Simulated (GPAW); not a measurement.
Here is a GPAW 26.7.0 calculation.

The input run.py:

```python
from ase.dft.bandgap import bandgap
from ase.io import read, write
from ase.units import GPa
from gpaw import GPAW, PW

atoms = read('HfB2.xyz')

calc = GPAW(mode=PW(800),
            xc='PBE',
            kpts={'size': (10, 10, 8), 'gamma': True},
            occupations={'name': 'methfessel-paxton', 'order': 0, 'width': 0.028000000000000004},
            nbands=20,
            convergence={'density': 1e-05, 'energy': 1e-05},
            maxiter=150,
            txt='gpaw.txt')
atoms.calc = calc
energy = atoms.get_potential_energy()
forces = atoms.get_forces()
stress = atoms.get_stress()
calc.write('gs.gpw')
write('result.traj', atoms)
print(f'Energy: {energy:.6f} eV')
print('Forces (eV/A):')
print(forces.round(4))
print('Stress (GPa):', (stress / GPa).round(3))
print('Fermi level:', round(calc.get_fermi_level(), 4), 'eV')
print(f'Gap: {bandgap(calc)[0]:.4f} eV, direct: {bandgap(calc, direct=True)[0]:.4f} eV')
```

HfB2.xyz

```xyz
3
Lattice="3.1400000000 0.0000000000 0.0000000000 -1.5700000000 2.7193197679 0.0000000000 0.0000000000 0.0000000000 3.4800000000" Properties=species:S:1:pos:R:3 pbc="T T T"
Hf     0.0000000000      0.0000000000      0.0000000000
B      1.5700000002      0.9064399225      1.7400000000
B     -0.0000000002      1.8128798454      1.7400000000
```

Potentials or basis: GPAW PAW data sets (gpaw-data 1.2.1), pw.

The run is started by

```console
$ OMP_NUM_THREADS=1 python run.py
```

Problem. Estimate the band gap on the k mesh.

Solution. None (metal or under the smearing width).

Problem. Estimate the pressure.

Solution. 2.1 GPa.

Stress tensor (GPa, compression positive):
```
1.73 0.00 0.00
0.00 1.73 0.00
0.00 0.00 2.89
```

The run has no spin-orbit coupling, so splittings on Hf are missing.
